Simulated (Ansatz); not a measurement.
**Ge3N4: the cell at several levels of theory**

How does the equilibrium cell of Ge3N4 in the database structure depend on the functional? It is relaxed with PBE, r2SCAN and PBEsol.

Program: Ansatz 0.2.0. PAW datasets, plane waves, zero pressure. No spin polarisation and no zero-point or thermal motion.

## (1) The cell

The symmetry is Fd-3m (No. 227, cubic); conventional cell a = 8.312 Å, 10.25 Å³ an atom. Around Ge lie 6 N at 2.01 Å; around Ge lie 4 N at 1.92 Å; around N lie 4 Ge at 1.92–2.01 Å.

Coordinates:

```cif
data_structure
_symmetry_space_group_name_H-M 'Fd-3m:1'
_symmetry_Int_Tables_number 227
_cell_length_a 8.3116
_cell_length_b 8.3116
_cell_length_c 8.3116
_cell_angle_alpha 90.000
_cell_angle_beta 90.000
_cell_angle_gamma 90.000
_cell_volume 574.20
loop_
_atom_site_label
_atom_site_type_symbol
_atom_site_symmetry_multiplicity
_atom_site_Wyckoff_symbol
_atom_site_fract_x
_atom_site_fract_y
_atom_site_fract_z
_atom_site_occupancy
Ge1 Ge 16 c 0.12500 0.12500 0.12500 1
Ge2 Ge 8 b 0.00000 0.00000 0.50000 1
N1 N 32 e 0.11684 0.88316 0.11684 1
```

## (2) Relaxation with PBE

Input file input.yaml:

```yaml
crystal:
  lattice:
    - [0.0, 4.155824, 4.155824]
    - [4.155824, 0.0, 4.155824]
    - [4.155824, 4.155824, 0.0]
  atoms:
    - { symbol: Ge, position: [0.625, 0.625, 0.625] }
    - { symbol: Ge, position: [0.125, 0.625, 0.625] }
    - { symbol: Ge, position: [0.625, 0.625, 0.125] }
    - { symbol: Ge, position: [0.625, 0.125, 0.625] }
    - { symbol: Ge, position: [0.0, 0.0, 0.0] }
    - { symbol: Ge, position: [0.25, 0.25, 0.25] }
    - { symbol: "N", position: [0.38316033, 0.850519, 0.38316033] }
    - { symbol: "N", position: [0.86683967, 0.86683967, 0.399481] }
    - { symbol: "N", position: [0.86683967, 0.86683967, 0.86683967] }
    - { symbol: "N", position: [0.399481, 0.86683967, 0.86683967] }
    - { symbol: "N", position: [0.38316033, 0.38316033, 0.38316033] }
    - { symbol: "N", position: [0.850519, 0.38316033, 0.38316033] }
    - { symbol: "N", position: [0.86683967, 0.399481, 0.86683967] }
    - { symbol: "N", position: [0.38316033, 0.38316033, 0.850519] }
kpoints:
  mp_grid: { grid: [6, 6, 6] }
hamiltonian:
  xc: pbe
scf:
  occupations: { method: fermi_dirac, width: 0.02 }
relax:
  f_tol: 0.005
  cell: {}
```

What it wrote, shortened:

```text
[...]
Pseudopotentials: kind: paw
Pseudopotential: Ge, paw, valence charge 14, recommended cutoff 420 eV (normal), Ge.paw.azcp
Pseudopotential: N, paw, valence charge 5, recommended cutoff 420 eV (normal), N.paw.azcp
Functional definition: PBE
[...]
Crystal: 14 atoms, lattice volume = 143.549 Å³
Basis set: ecut = 420 eV, 2741 PW (Γ), exchange–correlation on 80×80×80 points (8 copies of the dense FFT grid, shifted against one another)
Bands: 76, of which v1, the nominal top of the filled ones, is band 62 counted from 1 (61 counted from 0)
Symmetry: 48 space group operations
Space group: Fd-3m (ITA 227), of the structure as read, at distance tolerance 5.2e-5 Å
k-points: 16 of 216
[...]
SCF iter   1: F=—  HF=-28840.600655 eV  |F-HF|=—  |Δ(HF+E_count)|=         —  Δρ=2.45e-3  dr2=7.95e-3  ethr=1.77e-3  ⟨swp⟩=6.8  Hψ=4647  notcnv=0  defer=8
[...]
relax step   1: F+E_penalty+E_count = -28840.59711130 eV  Δ(F+E_penalty+E_count) = +0.000e0 eV  max|allowed force component| = 2.062e-2 eV/Å  Δτ_max = 0.0000 Å  P = +0.121 GPa  Ω = 143.549 Å³  (7 SCF iters, dr2 threshold 1.00e-7 eV, accepted)
[...]
relax step   3: F+E_penalty+E_count = -28840.59694897 eV  Δ(F+E_penalty+E_count) = +1.370e-4 eV  max|allowed force component| = 1.375e-4 eV/Å  Δτ_max = 0.0005 Å  P = -0.001 GPa  Ω = 143.656 Å³  energy of the carried Pulay correction = -3.708e-4 eV  (5 SCF iters, dr2 threshold 8.42e-9 eV, accepted)
[...]
--- Band table (eV; the first three rows and the last of 16) ---
[...]
--- Relaxed structure (3 steps of the walk, 3 accepted, 1 SCFs on fresh bases) ---
  F+E_penalty+E_count = -28840.59750203 eV   max|allowed force component| = 1.482e-4 eV/Å   (the final SCF, on the basis selected at the relaxed cell)
  cell:  # Å, volume = 143.6558 Å³
    - [-1.2419969330183003e-34, 4.156850392006552, 4.156850392006552]
    - [4.156850392006552, -4.299220152755654e-34, 4.156850392006552]
    - [4.156850392006552, 4.156850392006552, -1.7833802115134566e-34]
  atoms:
    - { symbol: Ge, position: [0.625, 0.625, 0.625] }
    - { symbol: Ge, position: [0.1250000000000001, 0.625, 0.625] }
    - { symbol: Ge, position: [0.625, 0.625, 0.1250000000000001] }
    - { symbol: Ge, position: [0.625, 0.1250000000000001, 0.625] }
    - { symbol: Ge, position: [5.5904445655345796e-21, 7.453926087379361e-21, -7.453926087379406e-21] }
    - { symbol: Ge, position: [0.25000000000000006, 0.25000000000000006, 0.25000000000000006] }
    - { symbol: N, position: [0.3832420150503829, 0.8502739548488515, 0.3832420150503828] }
    - { symbol: N, position: [0.8667579849496172, 0.8667579849496172, 0.3997260451511486] }
    - { symbol: N, position: [0.8667579849496172, 0.8667579849496172, 0.8667579849496172] }
    - { symbol: N, position: [0.3997260451511486, 0.8667579849496172, 0.8667579849496171] }
    - { symbol: N, position: [0.3832420150503829, 0.3832420150503829, 0.3832420150503829] }
    - { symbol: N, position: [0.8502739548488515, 0.3832420150503829, 0.3832420150503828] }
    - { symbol: N, position: [0.8667579849496172, 0.3997260451511486, 0.8667579849496171] }
    - { symbol: N, position: [0.3832420150503829, 0.3832420150503829, 0.8502739548488515] }
```

It took 4.8 s on 1 × NVIDIA H100 80GB HBM3 with 2 threads of AMD EPYC 7R13 (Zen 3), shared host; peak host memory 1.3 GiB.

The steps:

```
step  energy change (meV/atom)  largest force (eV/Å)  pressure (GPa)  volume (Å³/atom)
   1                       0.0                0.0206            0.12            10.254
   2                       0.0                0.0080            0.06            10.258
   3                       0.0                0.0001            0.00            10.261
   4                       0.0                0.0001            0.00            10.261
```

The table lists every geometry solved, with passes on a fresh basis, whose energies don't compare exactly with the rows above.

|  | before | after | change |
| --- | --- | --- | --- |
| a (Å) | 8.312 | 8.314 | +0.02 % |
| volume (Å³/atom) | 10.254 | 10.261 | +0.07 % |
| shortest distance (Å) | 1.917 | 1.919 | +0.09 % |
| space group | Fd-3m | Fd-3m | same |

## (3) Relaxing with r2SCAN

The cell of step 2 is the starting point.

Input file input.yaml:

```yaml
crystal:
  lattice:
    - [0.0, 4.156850392, 4.156850392]
    - [4.156850392, 0.0, 4.156850392]
    - [4.156850392, 4.156850392, 0.0]
  atoms:
    - { symbol: Ge, position: [0.625, 0.625, 0.625] }
    - { symbol: Ge, position: [0.125, 0.625, 0.625] }
    - { symbol: Ge, position: [0.625, 0.625, 0.125] }
    - { symbol: Ge, position: [0.625, 0.125, 0.625] }
    - { symbol: Ge, position: [0.0, 0.0, 0.0] }
    - { symbol: Ge, position: [0.25, 0.25, 0.25] }
    - { symbol: "N", position: [0.3832420151, 0.8502739548, 0.3832420151] }
    - { symbol: "N", position: [0.8667579849, 0.8667579849, 0.3997260452] }
    - { symbol: "N", position: [0.8667579849, 0.8667579849, 0.8667579849] }
    - { symbol: "N", position: [0.3997260452, 0.8667579849, 0.8667579849] }
    - { symbol: "N", position: [0.3832420151, 0.3832420151, 0.3832420151] }
    - { symbol: "N", position: [0.8502739548, 0.3832420151, 0.3832420151] }
    - { symbol: "N", position: [0.8667579849, 0.3997260452, 0.8667579849] }
    - { symbol: "N", position: [0.3832420151, 0.3832420151, 0.8502739548] }
kpoints:
  mp_grid: { grid: [6, 6, 6] }
hamiltonian:
  xc: r2scan
scf:
  occupations: { method: fermi_dirac, width: 0.02 }
relax:
  f_tol: 0.005
  cell: {}
output:
  write_density: true
  write_potential: true
  elf: true
  volumetric_format: npy
```

What it wrote:

```text
Engine: ansatz 0.2.0, x86_64-unknown-linux-gnu
Pseudopotentials: kind: paw
Pseudopotential: Ge, paw, valence charge 14, recommended cutoff 500 eV (meta_gga), Ge.paw.azcp
Pseudopotential: N, paw, valence charge 5, recommended cutoff 500 eV (meta_gga), N.paw.azcp
Functional definition: r2SCAN
  parameter k0 = 0.174
  parameter k1 = 0.065
  parameter a1 = 4.9479
  exchange = r2scan_x(k0 = k0, k1 = k1, a1 = a1)
  correlation = r2scan_c
Crystal: 14 atoms, lattice volume = 143.656 Å³
Basis set: ecut = 500 eV, 3695 PW (Γ), exchange–correlation on 180×180×180 points (64 copies of the dense FFT grid, shifted against one another)
Bands: 76, of which v1, the nominal top of the filled ones, is band 62 counted from 1 (61 counted from 0)
Symmetry: 48 space group operations
Space group: Fd-3m (ITA 227), of the structure as read, at distance tolerance 5.2e-5 Å
k-points: 16 of 216
Non-local potential: Ge, projectors of the file, l = 0: 2, l = 1: 2, l = 2: 3, l = 3: 1
Non-local potential: N, projectors of the file, l = 0: 2, l = 1: 2, l = 2: 1
PAW form: soft (Blöchl's): semilocal exchange-correlation on the pseudo side does not see the compensation charge
PAW frozen core: Ge, regenerated for the run's functional (the file was generated under x = pbe(κ = 0.804, μ = 0.2195149727645171), c = pbe(β = 0.06672455060314922))
PAW frozen core: N, regenerated for the run's functional (the file was generated under x = pbe(κ = 0.804, μ = 0.2195149727645171), c = pbe(β = 0.06672455060314922))
PAW one-centre angular grid: Ge, 590 points (default); XC on 160 Gauss nodes
PAW one-centre angular grid: N, 302 points (default); XC on 160 Gauss nodes
Initial density: superposition of atomic densities (neutral atoms: chi_scale 0, normalization atom), corrected by the library's trained network
Initial wavefunctions: pseudopotential atomic-orbital guess
Functional: x = r2scan, c = r2scan; τ floored in thin density (d = 2e-4 eV/Å³)
SCF iter   1: F=—  HF=-28896.245798 eV  |F-HF|=—  |Δ(HF+E_count)|=         —  Δρ=1.07e-2  dr2=6.70e-2  dr2_τ=8.02e-1  ethr=1.77e-3  ⟨swp⟩=6.6  Hψ=4608  notcnv=0  defer=14
preconditioner: auto → Resta (q_TF=auto, 2.662 Å⁻¹)  ε∞=3.4  [insulator: Δε(μ)=2.267 eV  Ē_g=22.461 eV  σ=0.020 eV  W_gap=1.00  n_scr=58 (ndim 8)  ℏωp=34.5 eV  f_vac=0.000  D(μ)=0.00/eV (n_scr^D=0)  ε∞_Penn≈3.4]
SCF iter   2: F=—  HF=-28896.583106 eV  |F-HF|=—  |Δ(HF+E_count)|=   3.37e-1  Δρ=6.16e-3  dr2=3.45e-2  dr2_τ=6.65e-4  ethr=5.40e-5  ⟨swp⟩=3.1  Hψ=2597  notcnv=0  defer=119
SCF iter   3: F=—  HF=-28896.581903 eV  |F-HF|=—  |Δ(HF+E_count)|=   1.20e-3  Δρ=3.12e-3  dr2=5.52e-3  dr2_τ=4.28e-4  ethr=2.79e-5  ⟨swp⟩=2.0  Hψ=1560  notcnv=0  defer=119
SCF iter   4: F=—  HF=-28896.582591 eV  |F-HF|=—  |Δ(HF+E_count)|=   6.87e-4  Δρ=3.80e-4  dr2=1.73e-4  dr2_τ=6.59e-5  ethr=4.46e-6  ⟨swp⟩=2.1  Hψ=1864  notcnv=0  defer=119
SCF iter   5: F=—  HF=-28896.582466 eV  |F-HF|=—  |Δ(HF+E_count)|=   1.24e-4  Δρ=1.16e-4  dr2=9.49e-6  dr2_τ=1.16e-6  ethr=1.39e-7  ⟨swp⟩=2.0  Hψ=1609  notcnv=0  defer=119
SCF iter   6: F=—  HF=-28896.582624 eV  |F-HF|=—  |Δ(HF+E_count)|=   1.58e-4  Δρ=2.87e-5  dr2=1.33e-6  dr2_τ=8.53e-8  ethr=7.66e-9  ⟨swp⟩=2.0  Hψ=1609  notcnv=0  defer=119
SCF iter   7: F=-28896.582624 eV  HF=-28896.582624 eV  |F-HF|=2.43e-8  |Δ(HF+E_count)|=   4.64e-8  Δρ=5.52e-6  dr2=4.30e-8  dr2_τ=8.81e-10  ethr=8.06e-11  ⟨swp⟩=6.3  Hψ=7813  notcnv=0
SCF 1 converged in 7 iterations: F = -28896.582624 eV  dr2 = 4.30e-8
relax step   1: F+E_penalty+E_count = -28896.58262399 eV  Δ(F+E_penalty+E_count) = +0.000e0 eV  max|allowed force component| = 4.643e-2 eV/Å  Δτ_max = 0.0000 Å  P = -8.201 GPa  Ω = 143.656 Å³  (7 SCF iters, dr2 threshold 1.00e-7 eV, accepted)
[... 13 lines left out ...]
relax step   2: F+E_penalty+E_count = -28896.70006234 eV  Δ(F+E_penalty+E_count) = -1.174e-1 eV  max|allowed force component| = 1.125e-2 eV/Å  Δτ_max = 0.0000 Å  P = -3.019 GPa  Ω = 140.389 Å³  energy of the carried Pulay correction = +1.874e-3 eV  (6 SCF iters, dr2 threshold 1.40e-6 eV, accepted)
[... 10 lines left out ...]
relax step   3: F+E_penalty+E_count = -28896.71812982 eV  Δ(F+E_penalty+E_count) = -1.807e-2 eV  max|allowed force component| = 1.236e-3 eV/Å  Δτ_max = 0.0022 Å  P = +0.213 GPa  Ω = 138.500 Å³  energy of the carried Pulay correction = +2.979e-3 eV  (6 SCF iters, dr2 threshold 1.40e-6 eV, accepted)
[... 9 lines left out ...]
relax step   4: F+E_penalty+E_count = -28896.71813826 eV  Δ(F+E_penalty+E_count) = -8.440e-6 eV  max|allowed force component| = 8.706e-5 eV/Å  Δτ_max = 0.0002 Å  P = -0.006 GPa  Ω = 138.624 Å³  energy of the carried Pulay correction = +2.906e-3 eV  (5 SCF iters, dr2 threshold 1.14e-7 eV, accepted)
[... 9 lines left out ...]
relax step   5: F+E_penalty+E_count = -28896.71532715 eV  Δ(F+E_penalty+E_count) = +2.811e-3 eV  max|allowed force component| = 1.307e-4 eV/Å  Δτ_max = 0.0000 Å  P = -0.011 GPa  Ω = 138.624 Å³  stress off target by 1.09e-2 GPa  SCF on the basis re-selected at this cell (its energy is not comparable with the rows above)  (5 SCF iters)
basis re-selected at this cell: Δ(F+E_penalty+E_count) = +2.811e-3 eV, ΔP = -0.005 GPa vs the last step (what re-selecting the basis moved, of the pressure what is left beyond the Pulay correction that the steps carried, after the strain that the cell walked since its last selection, with what the two solves' SCF thresholds leave and, on support functions, any second-order correction that the steps lacked; it is no measure of the basis error at this ecutwfc). This SCF's stress stands 1.09e-2 GPa from its target on what of the cell is left free (relax.cell.stress_tol is 5.00e-2 GPa) and its largest allowed force component is 1.31e-4 eV/Å (relax.f_tol is 5.00e-3 eV/Å): within both
SCF converged after 5 iterations
Free energy (F): -28896.715327 eV
Harris-Foulkes:  -28896.715327 eV  (|F-HF|=1.67e-10)
Internal energy: -28896.715327 eV  (E = F + TS)
E sigma→0 (E₀):  -28896.715327 eV
Fermi energy:    13.225349 eV
--- Per-component energies (eV) ---
  E_band       = -444.829154
  E_kinetic    = 1736.566221
  E_local      = -13869.760290  (includes V_loc(G=0)·N_el)
  E_nonlocal   = 2915.839133
  E_hartree    = 5983.207397
  E_xc         = -894.498409
  E_vxc        = -1087.300738  (∫ρ·V_xc dr)
  E_paw        = -13269.776167  (= ΣΔE_a)
  E_vpaw       = -2167.266991  (= ΣTr[D̂ρ^β])
  E_aug_tail   = 0.000285  (compensation charges beyond the density's cutoff)
  E_vtau       = 60.677484  (kinetic-family band-sum trace: ∫τ·v_τ [+ j·A + Jᵃ·Aᵃ] dr)
  E_ewald      = -11491.542386
  E_core_change = -6.751111  (= ΣΔE_core)
  E_smearing   = -0.000000  (= −TS)
  E_closure    = -0.000000  (closes the sum)
  Σ components = -28896.715327   (vs F -28896.715327, Δ=0.00e0)
--- Forces (eV/Å), atoms counted from 1 ---
  atom   1  Ge     0.00000000    -0.00000000    -0.00000000
  atom   2  Ge    -0.00000000     0.00000000     0.00000000
  atom   3  Ge    -0.00000000     0.00000000    -0.00000000
  atom   4  Ge    -0.00000000    -0.00000000     0.00000000
  atom   5  Ge     0.00000000     0.00000000     0.00000000
  atom   6  Ge    -0.00000000    -0.00000000    -0.00000000
  atom   7  N      0.00013071    -0.00013071     0.00013071
  atom   8  N     -0.00013071    -0.00013071     0.00013071
  atom   9  N      0.00013071     0.00013071     0.00013071
  atom  10  N      0.00013071    -0.00013071    -0.00013071
  atom  11  N     -0.00013071    -0.00013071    -0.00013071
  atom  12  N     -0.00013071     0.00013071     0.00013071
  atom  13  N     -0.00013071     0.00013071    -0.00013071
  atom  14  N      0.00013071     0.00013071    -0.00013071
  max |Σ_I F_I| component: 1.09e-16 eV/Å
--- Stress (GPa, compression-positive) ---
       -0.010881      -0.000000      -0.000000
       -0.000000      -0.010881      -0.000000
       -0.000000       0.000000      -0.010881
  P = ⅓ Tr σ = -0.0109 GPa (-0.109 kbar)
--- Band table (eV; the first three rows and the last of 16) ---
  k-point 0: bands = ["-13.0742", "-13.0742", "-13.0742", "-13.0569", "-13.0569", "-13.0569", "-12.9525", "-12.9525", "-12.9454", "-12.9454", "-12.7947", "-12.7947", "-12.7947", "-12.6814", "-12.6435", "-12.6435", "-12.5491", "-12.5491", "-12.5491", "-12.5227", "-12.5227", "-12.5227", "-12.4901", "-12.4901", "-12.4901", "-12.4803", "-12.4803", "-12.4236", "-12.4236", "-12.4236", "-7.2031", "-4.3091", "-3.2723", "-3.2723", "-3.2723", "-2.1253", "-2.1253", "-2.1253", "1.0219", "2.0225", "2.8158", "2.8158", "2.8158", "5.1059", "5.1059", "7.6077", "7.6077", "7.6077", "9.2455", "9.2455", "9.2455", "10.2529", "10.2529", "10.2529", "11.4045", "11.4045", "11.4045", "11.5252", "11.5252", "11.8414", "11.8414", "11.8414", "14.5531", "14.5531", "14.5531", "14.6396", "15.2790", "17.8714", "18.8198", "18.8198", "18.8198", "20.9680", "20.9680", "20.9680", "21.4306", "21.4306"]
[... 3 lines left out ...]
--- Relaxed structure (4 steps of the walk, 4 accepted, 1 SCFs on fresh bases) ---
  F+E_penalty+E_count = -28896.71532715 eV   max|allowed force component| = 1.307e-4 eV/Å   (the final SCF, on the basis selected at the relaxed cell)
  cell:  # Å, volume = 138.6237 Å³
    - [8.853208907156087e-34, 4.107735287640918, 4.107735287640918]
    - [4.107735287640918, 1.0541050893052751e-33, 4.107735287640918]
    - [4.107735287640918, 4.107735287640918, 9.458284336062438e-34]
  atoms:
    - { symbol: Ge, position: [0.6250000000000001, 0.6250000000000001, 0.6250000000000001] }
    - { symbol: Ge, position: [0.12499999999999989, 0.6250000000000001, 0.625] }
    - { symbol: Ge, position: [0.6250000000000001, 0.6250000000000001, 0.12499999999999989] }
    - { symbol: Ge, position: [0.6250000000000001, 0.12499999999999989, 0.625] }
    - { symbol: Ge, position: [4.3891073961057824e-20, 1.2920162562310457e-20, -2.317041896955579e-20] }
    - { symbol: Ge, position: [0.25, 0.25, 0.25] }
    - { symbol: N, position: [0.3830976493456554, 0.8507070519630341, 0.38309764934565527] }
    - { symbol: N, position: [0.8669023506543447, 0.8669023506543447, 0.3992929480369658] }
    - { symbol: N, position: [0.8669023506543447, 0.8669023506543447, 0.8669023506543447] }
    - { symbol: N, position: [0.3992929480369658, 0.8669023506543447, 0.8669023506543447] }
    - { symbol: N, position: [0.3830976493456554, 0.3830976493456554, 0.3830976493456554] }
    - { symbol: N, position: [0.8507070519630341, 0.3830976493456554, 0.38309764934565527] }
    - { symbol: N, position: [0.8669023506543447, 0.3992929480369658, 0.8669023506543447] }
    - { symbol: N, position: [0.3830976493456554, 0.3830976493456554, 0.8507070519630341] }
```

It took 13 s on 1 × NVIDIA H100 80GB HBM3 with 2 threads of AMD EPYC 7R13 (Zen 3), shared host; peak host memory 1.5 GiB.

The steps:

| step | energy change (meV/atom) | largest force (eV/Å) | pressure (GPa) | volume (Å³/atom) |
| --- | --- | --- | --- | --- |
| 1 | 0.0 | 0.0464 | -8.20 | 10.261 |
| 2 | -8.4 | 0.0113 | -3.02 | 10.028 |
| 3 | -9.7 | 0.0012 | 0.21 | 9.893 |
| 4 | -9.7 | 0.0001 | -0.01 | 9.902 |
| 5 | -9.5 | 0.0001 | -0.01 | 9.902 |

Step 5 solves the same cell on a plane-wave basis chosen anew, so the energy can jump there without a move.

The table lists every geometry solved, with passes on a fresh basis, whose energies don't compare exactly with the rows above.

|  | before | after | change |
| --- | --- | --- | --- |
| a (Å) | 8.314 | 8.215 | -1.18 % |
| volume (Å³/atom) | 10.261 | 9.902 | -3.50 % |
| shortest distance (Å) | 1.919 | 1.894 | -1.29 % |
| space group | Fd-3m | Fd-3m | same |

Density in a lattice plane of the grid's cell (edges 5.81 and 5.81 Å, at 0.383 of the third edge), which holds N.

Ten even steps from '0' (0.07 e/Å³) to '9' (3.60 e/Å³):
```
000001246531000001367641
100001369873100001379984
310000259997310000258996
310000136898420000125786
210000012455321000011333
100000000122210000000011
000000000000100000000000
000000000000000000000000
000000111100000001111000
000001244321000012343210
000001368853100012588631
100001269996210002589963
210001247998410001369985
211111123576421000135764
211233211233211000012232
111135421111100000000011
000012321000000000000000
000001111000000000000000
000001111000000000111000
000001222210000001233210
```
Columns run along the first of these edges and rows up along the second, over one cell in 24 and 20 even steps from the bottom left corner. Atoms in the plane (fractional): N at (0.38, 0.38), N at (0.85, 0.38), N at (0.87, 0.87), N at (0.38, 0.85).

ELF in the same plane.

Ten even steps from ' ' (0.03) to '@' (0.84):
```
++..  ..++%%@@@@%%%%@@##++..  ..++%%@@%%##%%@@%%
%%++....--##@@%%==--##@@%%++....==%%@@##::::**@@
@@##==..::**@@@@++..--%%@@##==..::**@@@@++::==%%
@@@@**::..--##@@@@++==##@@@@**::..--##@@@@####%%
@@%%**--....==**%%%%%%%%@@%%**--....--**%%@@@@@@
%%**==::......::==##%%%%%%##==::......::==**##%%
==--::......::....::--====--::......::....::----
        ::==++==--..............::==++==--..    
      ..--**%%%%##**--....  ..::==##%%%%%%++--  
..    ..++%%@@@@@@@@%%++::....--**%%@@@@@@@@##==
++::..::++%%@@%%****##%%**::..::**%%%%##**%%@@##
%%==::::==##@@%%--  --%%%%++::..==%%%%==  ::##@@
@@**--::--++%%@@##----##@@%%==..::**%%%%==::++@@
@@##==::::--++%%@@%%%%%%@@@@**::..--##@@@@%%%%@@
@@##==::::::--++##%%@@@@@@%%**--....==##%%@@@@@@
##++--::::..::::--++######**==::......::==**####
----::::::::::::::::--------::......::....::::--
    ..::::--------::..          ::--====--..    
      ..==++******++--..      ..==**%%%%##++--..
..    ..++##@@@@@@%%##==..    ::++%%@@@@@@@@##==
```
Columns run along the first of these edges and rows up along the second, over one cell in 24 and 20 even steps from the bottom left corner. Atoms in the plane (fractional): N at (0.38, 0.38), N at (0.85, 0.38), N at (0.87, 0.87), N at (0.38, 0.85).

Both are smooth fields of the valence electrons: close to the nuclei they are not physical.

Outside the cores ELF peaks at 0.87 on the N–Ge line, 0.7 Å from N.

[end of part 1 of 2]
